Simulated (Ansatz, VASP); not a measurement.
This is a calculation of As for Ansatz 0.2.0.

Contents of input.yaml:

```yaml
crystal:
  lattice:
    - [1.8807968987, 1.0858785957, 3.5140619945]
    - [-1.8807968987, 1.0858785957, 3.5140619945]
    - [0.0, -2.1717571915, 3.5140619945]
  atoms:
    - { symbol: As, position: [0.226, 0.226, 0.226] }
    - { symbol: As, position: [0.774, 0.774, 0.774] }
kpoints:
  mp_grid: { grid: [9, 9, 9] }
scf:
  occupations: { method: fermi_dirac, width: 0.05 }
hamiltonian:
  xc: lda
  pseudopotentials: { kind: all_electron, lapw: { basis_error: 0.001 } }
output:
  forces: true
  stress: true
  eigenvalues: true
```

Potentials or basis: all-electron LAPW, scalar-relativistic.

Launch:

```sh
$ ansatz run input.yaml --threads 1 --pin off --max-ram 3072MiB --backend cpu --events-out ev --progress --plain --runs-dir out
```

Problem. Translate it to VASP 6.6.1. Potentials there: VASP PAW LDA potentials, release 64 (As).

Solution. As run (the cutoff follows the program's own potentials):

INCAR

```
ALGO = Normal
EDIFF = 1E-7
ENCUT = 520
GGA = CA
ISIF = 2
ISMEAR = -1
LASPH = True
LCHARG = False
LREAL = False
LWAVE = False
NBANDS = 12
NELM = 80
PREC = Accurate
SIGMA = 0.05
```

File KPOINTS:

```
k-points
0
Gamma
  9 9 9
```

POSCAR

```
As
1.0
    1.8807968987      1.0858785957      3.5140619945
   -1.8807968987      1.0858785957      3.5140619945
    0.0000000000     -2.1717571915      3.5140619945
As
2
Direct
    0.2260000000      0.2260000000      0.2260000000
    0.7740000000      0.7740000000      0.7740000000
```

Potentials or basis: VASP PAW LDA potentials, release 64 (As).

Launch:

```sh
$ cat potpaw_LDA.64/As/POTCAR > POTCAR
$ mpirun -np 1 vasp_std > vasp.out
```

Both were run:

|  | VASP | Ansatz | Ansatz less VASP |
| --- | --- | --- | --- |
| gap on the k mesh at the Fermi level (eV) | none | none | - |
| pressure (GPa) | -0.9 | -1.3 | -0.40 |
| largest component of the traceless stress (GPa) | 0.46 | 0.31 | -0.149 |
| rms of the force components (eV/Å) | 0.192 | 0.150 | -0.0419 |

Atom by atom the forces differ by 0.042 eV/Å (rms over components). A gap of «none» marks a metal or a gap that the smearing closes. Ansatz ran all-electron here, so the differences hold the error of VASP's frozen core and of both bases.
